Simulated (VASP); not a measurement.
Write the native input for VASP 6.6.1 that does the following.

```
Task                   : relaxation of cell and atoms
Functional             : PBE
Potentials or basis    : VASP PAW PBE potentials, release 64 (In_d_GW, Pd_sv_GW)
Cutoff                 : 680 eV
k mesh                 : 8 × 8 × 8
Occupations            : fermi-dirac, width 0.05 eV
Spin                   : no spin polarisation
Further INCAR settings : ALGO = Fast; EDIFF = 1e-06; IBRION = 2; EDIFFG = -0.005; NSW = 40; ISIF = 3
```

The structure of InPd lies in POSCAR:

```
InPd
1.0
    3.2718847800      0.0000000000      0.0000000000
    0.0000000000      3.2718847800      0.0000000000
    0.0000000000      0.0000000000      3.2718847800
In Pd
1 1
Direct
    0.0000000000      0.0000000000      0.0000000000
    0.5000000000      0.5000000000      0.5000000000
```

The cell comes from a database or a generator and needn't be the stable form of this composition.

The input as run:

INCAR

```
SYSTEM = InPd
PREC = Accurate
ENCUT = 680
EDIFF = 1E-6
ISMEAR = -1
SIGMA = 0.05
LREAL = .False.
LASPH = .True.
NELM = 60
ALGO = Fast
ISIF = 3
LWAVE = .False.
LCHARG = .False.
GGA = PE
IBRION = 2
NSW = 40
EDIFFG = -0.005
```

KPOINTS

```
Automatic mesh
0
Gamma
  8 8 8
  0 0 0
```

Potentials or basis: VASP PAW PBE potentials, release 64 (In_d_GW, Pd_sv_GW).

Command:

```console
$ cat potpaw_PBE.64/In_d_GW/POTCAR potpaw_PBE.64/Pd_sv_GW/POTCAR > POTCAR
$ mpirun -np 1 vasp_std > vasp.out
```

Results of the run:

The relaxed volume is 17.99 Å³/atom, the relaxed cell is a = 3.301 Å, b = 3.301 Å, c = 3.301 Å, α = 90.00°, β = 90.00°, γ = 90.00° and the space group after relaxing (to 0.05 Å) is Pm-3m (No. 221). The energy gained by relaxing is 5.5 meV/atom. The ionic steps are 19. The pressure after relaxing is 0.0 GPa and the band gap on the k mesh is none (metal or under the smearing width).

It took 15 min on 1 thread of Intel(R) Xeon(R) 6975P-C (Granite Rapids) (shared host), peak memory 0.22 GiB.
